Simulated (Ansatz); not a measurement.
# InP: equation of state with PBEsol

**The experiment to reproduce.**

From a printed reference work, data compilation, for a bulk crystal of InP: bulk modulus 71 GPa.

InP:

```
In P
1.0
     0.00000    2.93050    2.93050
     2.93050    0.00000    2.93050
     2.93050    2.93050    0.00000
In P
1 1
Cartesian
  0.0000 0.0000 0.0000
  4.3957 4.3957 4.3957
```

```
Program             : Ansatz 0.2.0
Task                : equation of state
Functional          : PBEsol
Potentials or basis : PseudoDojo PBEsol
Cutoff              : 952 eV
Density cutoff      : 3810 eV
k mesh              : 8 × 8 × 8
Occupations         : fermi-dirac, width 0.05 eV
Spin                : no spin polarisation
```

* Equilibrium volume: 25.43 Å³/atom
* Bulk modulus: 67 GPa
* Pressure derivative of the bulk modulus: 4.6

Energy against volume, from the lowest point:
```csv
volume (Å³/atom),energy (meV/atom)
23.657,28.96
24.160,14.05
24.663,4.63
25.167,0.12
25.670,0.00
26.173,3.81
26.677,11.13
```

All runs of the series together: 22 s on 2 threads of Arm Neoverse V1, on a shared host.

A measured bulk modulus of InP is 71 GPa (a printed reference work, data compilation); the calculated 67 GPa misses it by -6.3 %. The fit is for a static lattice scaled at fixed shape and fixed fractional positions.
